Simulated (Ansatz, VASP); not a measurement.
**Two plane-wave programs on ZnO (zincite)**

File INCAR:

```
ALGO = Normal
EDIFF = 1E-6
EDIFFG = -0.01
ENCUT = 600
GGA = PE
IBRION = 2
ISIF = 4
ISMEAR = 0
LASPH = True
LCHARG = False
LREAL = False
LWAVE = False
NELM = 80
NSW = 50
PREC = Accurate
SIGMA = 0.02
```

The input KPOINTS:

```
k-points
0
Gamma
  9 9 6
```

POSCAR

```
ZnO
1.0
    3.2463576338      0.0000000000      0.0000000000
   -1.6231788169      2.8114281806      0.0000000000
    0.0000000000      0.0000000000      5.2398029152
Zn O
2 2
Direct
    0.3333333333      0.6666666667      0.4999685893
    0.6666666667      0.3333333333     -0.0000314107
    0.6666666667      0.3333333333      0.3790414107
    0.3333333333      0.6666666667      0.8790414107
```

Input for Ansatz:

```yaml
crystal:
  lattice:
    - [3.2463576338, 0.0, 0.0]
    - [-1.6231788169, 2.8114281806, 0.0]
    - [0.0, 0.0, 5.2398029152]
  atoms:
    - { symbol: Zn, position: [0.3333333333, 0.6666666667, 0.4999685893] }
    - { symbol: Zn, position: [0.6666666667, 0.3333333333, -3.14107e-05] }
    - { symbol: O, position: [0.6666666667, 0.3333333333, 0.3790414107] }
    - { symbol: O, position: [0.3333333333, 0.6666666667, 0.8790414107] }
basis:
  ecutwfc: 420
kpoints:
  mp_grid: { grid: [9, 9, 6] }
hamiltonian:
  xc: pbe
scf:
  occupations: { method: gaussian, width: 0.02 }
output:
  forces: true
  stress: true
  eigenvalues: true
relax:
  adjacent_minimum: "off"
  f_tol: 0.01
  max_steps: 30
  cell: { stress_tol: 0.1, fix: [volume] }
```

Alike in both runs: task relaxation of shape and atoms at fixed volume; functional PBE; k mesh 9 × 9 × 6; occupations gaussian, width 0.02 eV; no spin polarisation.

```csv
,VASP,Ansatz
version,VASP 6.6.1,Ansatz 0.2.0
potentials or method,"VASP PAW PBE potentials, release 64 (Zn, O)","scalar-relativistic, plane waves, PAW"
plane-wave cutoff (eV),600,420
valence electrons in the cell,36,36
```

|  | VASP | Ansatz | Ansatz less VASP |
| --- | --- | --- | --- |
| gap on the k mesh at the Fermi level, each at its own relaxed structure (eV) | 0.77 | 0.79 | +0.014 |
| relaxed volume (Å³/atom) | 11.96 | 11.96 | 0.000 |
| relaxed cell length with the largest relative difference (Å) | 3.246 | 3.246 | 0.0000 |

Caveats: the relaxation stopped at its first step, so nothing moved.
